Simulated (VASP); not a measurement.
## BN: single point with PBE+D3(BJ)

Crystal: BN.

```
B N
1.0
     2.49824    0.00000    0.00000
    -1.24912    2.16354    0.00000
     0.00000    0.00000    6.63570
B N
2 2
Direct
  0.33333 0.66667 0.25000
  0.66667 0.33333 0.75000
  0.33333 0.66667 0.75000
  0.66667 0.33333 0.25000
```

```json
{
 "Program": "VASP 6.6.1",
 "Task": "single point",
 "Functional": "PBE",
 "Dispersion": "D3(BJ)",
 "Potentials or basis": "VASP PAW PBE potentials, release 64 (B, N)",
 "Cutoff": "520 eV",
 "k mesh": "15 × 15 × 6",
 "Occupations": "gaussian, width 0.02 eV",
 "Spin": "no spin polarisation"
}
```

- Pressure: 2.4 GPa
- Band gap on the k mesh: 4.30 eV, indirect (least direct gap 4.66 eV)
- Dispersion energy per atom: -0.142 eV

Stress tensor (GPa, compression positive):
```
 3.75  0.00  0.00
 0.00  3.75  0.00
 0.00  0.00 -0.25
```

Levels at points of the mesh, in eV from the valence-band top:
```
           k point  band 6  band 7  band 8  band 9  band 10  band 11
(0.00, 0.00, 0.00)   -1.35   -1.31   -1.31    5.24    10.32    11.58
(0.00, 0.00, 0.50)   -1.33   -1.33   -1.33    7.62     7.62    11.64
```

Run time: 34 s on 1 thread of Intel(R) Xeon(R) Platinum 8488C (Sapphire Rapids), with other jobs on the host, peak memory 0.19 GiB.

Caveat: an odd mesh through Γ misses points on the zone boundary, where band edges often lie.
